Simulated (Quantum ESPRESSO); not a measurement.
# TiC in Quantum ESPRESSO: the effect of functional

TiC:

```
Ti C
1.0
     0.00000    2.16572    2.16572
     2.16572    0.00000    2.16572
     2.16572    2.16572    0.00000
Ti C
1 1
Direct
  0.00000 0.00000 0.00000
  0.50000 0.50000 0.50000
```

The cell is a database's computed one.

Alike in all runs:

- Program: Quantum ESPRESSO 7.5
- Task: phonons
- Cutoff: 1143 eV
- Density cutoff: 4572 eV
- k mesh: 11 × 11 × 11
- Occupations: cold, width 0.2 eV
- Spin: no spin polarisation

Each run relaxes the cell or the atoms first.

Problem. One run gave: relaxed volume 9.68 Å³/atom; highest phonon frequency 551 cm⁻¹. Which functional did it use?
A. LDA
B. PBEsol
C. vdW-DF-cx
D. PBE
E. RPBE

Solution. A.

```csv
functional,potentials or basis,relaxed volume (Å³/atom),highest phonon frequency (cm⁻¹)
LDA,PseudoDojo 0.4.1 SR LDA standard,9.68,551
PBE,PseudoDojo 0.4.1 SR PBE standard,10.17,507
PBEsol,PseudoDojo 0.4.1 SR PBEsol standard,9.90,538
RPBE,PseudoDojo 0.4.1 SR PBE standard,10.32,490
PW91,PseudoDojo 0.4.1 SR PBE standard,10.18,503
WC,PseudoDojo 0.4.1 SR PBE standard,9.94,532
vdW-DF-cx,PseudoDojo 0.4.1 SR PBE standard,9.97,532
```

Caveats: the potentials were made for another functional, which shifts forces and pressure (some runs).
